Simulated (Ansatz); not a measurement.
Zincblende InP, relaxed with r2SCAN in Ansatz: it is cubic, F-43m (No. 216); conventional cell a = 5.908 Å, 25.77 Å³ an atom. In has 4 P at 2.56 Å; P has 4 In at 2.56 Å. It was then strained (isotropic on every length). Unstrained, HSE06 gives 1.357 eV (Γ, 6×6×6 mesh), and the band edges keep their places in every row. Stress is positive in compression. No spin polarisation and no zero-point or thermal motion.

| strain (%) | ln(V/V₀) | ΔE_g, HSE06 (eV) | Δpressure, r2SCAN (GPa) |
| --- | --- | --- | --- |
| -4.0 | -0.1225 | +0.731 | +11.01 |
| -3.0 | -0.0914 | +0.551 | +7.66 |
| -2.5 | -0.0760 | +0.460 | +6.15 |
| +0.5 | +0.0150 | -0.092 | -0.99 |
| +2.0 | +0.0594 | -0.368 | -3.54 |
| +3.0 | +0.0887 | -0.550 | -4.93 |

(1) Fit ΔE_g = a x + b x² to these rows by least squares, with x = ln(V/V₀).

(2) Fit the change of pressure in the same way.

(3) Predict the withheld row at -1.5 % (x = -0.0453).

Answers

(1) The normal equations take Σx² = 4.076e-02, Σx³ = -2.130e-03, Σx⁴ = 4.027e-04, ΣxΔE = -2.469e-01 and Σx²ΔE = 1.258e-02, and give a = -6.11 eV, b = -1.1 eV; the largest residual is 0.002 eV. a is the volume deformation potential of this gap.

(2) Δpressure = -69.5 x + (162) x² GPa. So B₀ = 69.5 GPa and B′ ≈ 2 × 162/69.5 = 4.7; two terms over so wide a range bias B₀ by a few per cent and B′ by more; the gap's pressure coefficient at zero is −a/B₀ = +88 meV/GPa, with HSE06's a and r2SCAN's B₀.

(3) ΔE_g ≈ -6.11 × (-0.0453) + (-1.1) × (-0.0453)² = +0.275 eV, and Δpressure ≈ +3.48 GPa. The runs give +0.276 eV and +3.43 GPa, off by +0.001 eV and -0.05 GPa.

Spin-orbit coupling is left out, which matters wherever the heavy atoms make up the band edges.

The meshes of the hybrids are coarse, so their gaps aren't converged to the digits shown.
